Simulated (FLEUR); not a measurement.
Crystal: P.

```xyz
4
Lattice="1.6477 -5.4650 0.0000 1.6477 5.4650 0.0000 0.0000 0.0000 4.5436" Properties=species:S:1:pos:R:3 pbc="T T T"
P     1.6477   -4.4173    2.6754
P     1.6477    4.4173    1.8683
P     1.6477   -1.0477    0.4035
P     1.6477    1.0477    4.1401
```

Base run:

- Program: FLEUR MaX-R8.1 (patched build s14)
- Functional: revPBE
- Potentials or basis: all-electron
- Basis: FLAPW
- Kmax: 4.15 1/bohr
- k mesh: 8 × 8 × 6
- Occupations: fermi-dirac, width 0.05 eV
- Spin: no spin polarisation

Its results: band gap on the k mesh 0.15 eV, direct.

The run is repeated on the same cell with these changes: functional from revPBE to LDA (Perdew-Zunger). What comes out?

Band gap on the k mesh 0.02 eV, direct.
